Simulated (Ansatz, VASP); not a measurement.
## One calculation of BN, two programs

INCAR

```
PREC     = Accurate       # precision mode
ENCUT    = 520            # plane-wave cutoff, eV
EDIFF    = 1E-7           # SCF threshold, eV
ISMEAR   = 0              # smearing method
SIGMA    = 0.05           # smearing width, eV
LREAL    = False          # projectors in reciprocal space
LASPH    = True           # aspherical terms in the spheres
NELM     = 80             # most SCF steps
ALGO     = Fast           # electronic algorithm
ISIF     = 2              # what is computed and relaxed
LWAVE    = False          # write WAVECAR
LCHARG   = False          # write CHGCAR
GGA      = CA             # functional
NBANDS   = 11             # bands
```

The input KPOINTS:

```
Automatic mesh
0
Gamma
  12 12 12
```

File POSCAR:

```
BN
1.0
    0.0000000000      3.4953158300      2.1660912400
    1.2516321000      0.0000000000      2.1660912400
    1.2516321000      3.4953158300      0.0000000000
B N
1 1
Direct
    0.0346732303      0.0346732303      0.9653267697
    0.6666513400      0.6666513400      0.3333486600
```

Input for Ansatz:

```yaml
crystal:
  lattice:
    - [0.0, 3.49531583, 2.16609124]
    - [1.2516321, 0.0, 2.16609124]
    - [1.2516321, 3.49531583, 0.0]
  atoms:
    - { symbol: B, position: [0.0346732303, 0.0346732303, 0.9653267697] }
    - { symbol: "N", position: [0.66665134, 0.66665134, 0.33334866] }
basis:
  ecutwfc: 420
kpoints:
  mp_grid: { grid: [12, 12, 12] }
hamiltonian:
  xc: lda
scf:
  occupations: { method: gaussian, width: 0.05 }
output:
  forces: true
  stress: true
  eigenvalues: true
```

Change from the starting cell: all B atoms moved +0.150 Å, as atom 1 along Cartesian [0 0 1].

Alike in both runs: task single point; functional LDA; k mesh 12 × 12 × 12; occupations gaussian, width 0.05 eV; no spin polarisation.

|  | VASP | Ansatz |
| --- | --- | --- |
| version | VASP 6.6.1 | Ansatz 0.2.0 |
| potentials or method | VASP PAW LDA potentials, release 64 (B, N) | scalar-relativistic, plane waves, PAW |
| plane-wave cutoff (eV) | 520 | 420 |
| valence electrons in the cell | 8 | 8 |

|  | VASP | Ansatz | Ansatz less VASP |
| --- | --- | --- | --- |
| gap on the k mesh at the Fermi level (eV) | 3.66 | 3.67 | +0.011 |
| least direct gap on the mesh (eV) | 4.20 | 4.21 | +0.007 |
| pressure (GPa) | 2.9 | 2.7 | -0.27 |
| largest component of the traceless stress (GPa) | 15.96 | 15.67 | -0.290 |
| rms of the force components (eV/Å) | 2.739 | 2.747 | +0.0078 |

Atom by atom the forces differ by 0.008 eV/Å (rms over components).

Caveats: forces of over 1 eV/Å show positions far from the minimum, so gaps and moduli don't describe the material at rest. A k mesh can miss the band edges.
